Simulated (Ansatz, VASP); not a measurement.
One calculation of WC, two programs

The input INCAR:

```
PREC     = Accurate       # precision mode
ENCUT    = 520            # plane-wave cutoff, eV
EDIFF    = 1E-7           # SCF threshold, eV
ISMEAR   = -1             # smearing method
SIGMA    = 0.05           # smearing width, eV
LREAL    = F              # projectors in reciprocal space
LASPH    = T              # aspherical terms in the spheres
NELM     = 100            # most SCF steps
ALGO     = Normal         # electronic algorithm
ISIF     = 2              # what is computed and relaxed
LWAVE    = F              # write WAVECAR
LCHARG   = F              # write CHGCAR
GGA      = PE             # functional
NBANDS   = 16             # bands
```

File KPOINTS:

```
regular mesh
0
Gamma
  10 10 10
```

File POSCAR:

```
WC
1.0
    0.0000000000      2.1779675566      2.1779675566
    2.1779675566      0.0000000000      2.1779675566
    2.1779675566      2.1779675566      0.0000000000
W C
1 1
Direct
    0.0000000000      0.0000000000      0.0000000000
    0.5000000000      0.5000000000      0.5000000000
```

Contents of input.yaml:

```yaml
crystal:
  lattice:
    - [0.0, 2.1779675566, 2.1779675566]
    - [2.1779675566, 0.0, 2.1779675566]
    - [2.1779675566, 2.1779675566, 0.0]
  atoms:
    - { symbol: W, position: [0.0, 0.0, 0.0] }
    - { symbol: C, position: [0.5, 0.5, 0.5] }
kpoints:
  mp_grid: { grid: [10, 10, 10] }
scf:
  occupations: { method: fermi_dirac, width: 0.05 }
hamiltonian:
  xc: pbe
  pseudopotentials: { kind: all_electron, lapw: { basis_error: 0.0005 } }
output:
  forces: true
  stress: true
  eigenvalues: true
```

Change from the starting cell: volume scaled by 0.98.

Alike in both runs: task single point; functional PBE; k mesh 10 × 10 × 10; occupations fermi-dirac, width 0.05 eV; no spin polarisation.

|  | VASP | Ansatz |
| --- | --- | --- |
| version | VASP 6.6.1 | Ansatz 0.2.0 |
| potentials or method | VASP PAW PBE potentials, release 64 (W_sv, C) | all-electron LAPW, scalar-relativistic |
| plane-wave cutoff (eV) | 520 | see its input |

Ansatz gave:

- gap on the k mesh at the Fermi level (eV): none
- pressure (GPa): 6.1

Problem. Which values does VASP return?

Solution. gap on the k mesh at the Fermi level (eV): none; pressure (GPa): 7.1.

A gap of «none» marks a metal or a gap that the smearing closes. Ansatz ran all-electron here, so the differences hold the error of VASP's frozen core and of both bases.

Spin-orbit coupling is left out, which matters for the levels of W.
